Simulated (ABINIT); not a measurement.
CdSe (Cadmoselite): band structure with LDA-VWN

**The experiment to reproduce.**

From a printed reference work, data compilation, for a bulk crystal of CdSe at 2 K: band gap 1.841 eV.

CdSe (Cadmoselite):

```
CELL_PARAMETERS angstrom
4.30000 0.00000 0.00000
-2.15000 3.72391 0.00000
0.00000 0.00000 7.02000
ATOMIC_POSITIONS crystal
Cd 0.66667 0.33333 0.50000
Cd 0.33333 0.66667 0.00000
Se 0.66667 0.33333 0.88500
Se 0.33333 0.66667 0.38500
```

- Program: ABINIT 10.8.3 (patched build)
- Task: band structure
- Functional: LDA-VWN
- Potentials or basis: JTH PAW LDA v2.0
- Cutoff: 463 eV
- k mesh: 7 × 7 × 4
- Occupations: fermi-dirac, width 0.05 eV
- Spin: no spin polarisation
- Fine-grid cutoff: 925.187 eV

```
Largest force                                         : 0.255 eV/Å
Band gap on the k mesh                                : 0.42 eV, direct
Valence electrons inside the program's atomic spheres : Cd 10.46; Se 3.95
```

Forces in eV/Å, atoms in the order of the input:
```
Cd   0.000  0.000  0.255
Cd   0.000  0.000  0.255
Se   0.000  0.000 -0.255
Se   0.000  0.000 -0.255
```

Levels at the corners of the path, in eV from the valence-band top:
| point | band 14 | band 15 | band 16 | band 17 | band 18 | band 19 | band 20 | band 21 | band 22 | band 23 |
| --- | --- | --- | --- | --- | --- | --- | --- | --- | --- | --- |
| Γ | -0.73 | -0.73 | -0.02 | 0.00 | 0.00 | 0.42 | 1.89 | 5.74 | 5.74 | 5.99 |
| M | -3.81 | -2.62 | -1.89 | -1.27 | -0.85 | 3.03 | 3.12 | 4.64 | 5.96 | 6.54 |
| K | -3.95 | -3.14 | -1.83 | -1.83 | -1.82 | 4.21 | 4.64 | 4.64 | 6.88 | 6.92 |
| Γ | -0.73 | -0.73 | -0.02 | 0.00 | 0.00 | 0.42 | 1.89 | 5.74 | 5.74 | 5.99 |
| A | -2.65 | -0.38 | -0.38 | -0.38 | -0.38 | 2.11 | 2.11 | 5.63 | 5.63 | 6.13 |
| L | -4.33 | -1.41 | -1.41 | -1.32 | -1.32 | 2.78 | 2.78 | 4.64 | 4.64 | 7.53 |
| H | -4.23 | -2.54 | -2.54 | -1.08 | -1.08 | 3.61 | 3.61 | 5.73 | 5.73 | 6.06 |
| A | -2.65 | -0.38 | -0.38 | -0.38 | -0.38 | 2.11 | 2.11 | 5.63 | 5.63 | 6.13 |

Run time: 6.7 min on 1 thread of Arm Neoverse V1, with other jobs on the host, peak memory 0.19 GiB.

Against the measured gap of CdSe, 1.841 eV (2 K; a printed reference work, data compilation), the calculated 0.42 eV is off by -1.42 eV. So large a miss can be the level of theory's own, or it may mean another phase, state or a wrong row. Spin-orbit coupling on Cd, Se is left out. The value is that of LDA-VWN, without temperature or zero-point motion. Semilocal functionals fall short of measured gaps as a rule.
